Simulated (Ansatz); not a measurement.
# Ca: the cost of one run

Computed with Ansatz 0.2.0 (DFT PBE, scalar-relativistic, plane waves, PAW, unless a step's input says otherwise).

3 further runs of the same task are left out: 3 set aside as unsound or not needed.

**1. Starting point**

Symmetry: I4/mmm, No. 139, tetragonal system. Conventional cell: a = 3.910 Å, b = 3.910 Å, c = 5.511 Å, α = 90.00°, β = 90.00°, γ = 90.00°. Ca (site symmetry 4/mmm) has 12 Ca at 3.90 to 3.91 Å as nearest neighbours.

As a file:

```
Ca
1.0
     0.00000   -3.90976    0.00000
    -3.91045    0.00000    0.00000
     0.00000    0.00000   -5.51079
Ca
2
Direct
  0.50000 0.50000 0.00000
  0.00000 0.00000 0.50000
```

It goes back to an entry of the Materials Project, which need not be the stable form.

It is built from the cell relaxed beforehand with the same method (42.13 Å³/atom).

**2. The reference: the undisturbed cell on the scan's mesh**

Input file input.yaml:

```yaml
crystal:
  lattice:
    - [0.0, -3.9097565251, 0.0]
    - [-3.9104486421, 0.0, 0.0]
    - [0.0, 0.0, -5.5107929771]
  atoms:
    - { symbol: Ca, position: [0.5, 0.5, 0.0] }
    - { symbol: Ca, position: [0.0, 0.0, 0.5] }
basis:
  ecutwfc: 420
kpoints:
  mp_grid: { grid: [10, 10, 6] }
hamiltonian:
  xc: pbe
scf:
  occupations: { method: gaussian, width: 0.15 }
output:
  forces: true
  stress: true
  eigenvalues: true
  write_density: true
  write_potential: true
  elf: true
  volumetric_format: npy
```

Launch:

```console
> ansatz run input.yaml --threads 1 --pin off --max-ram 2560MiB --backend cpu --events-out ev --progress --plain --runs-dir out
```

**Question.** How long does this run take on 1 thread of Arm Neoverse V2, shared host, and how much memory does it need?

About 9.9 s, with a peak of 0.4 GiB.
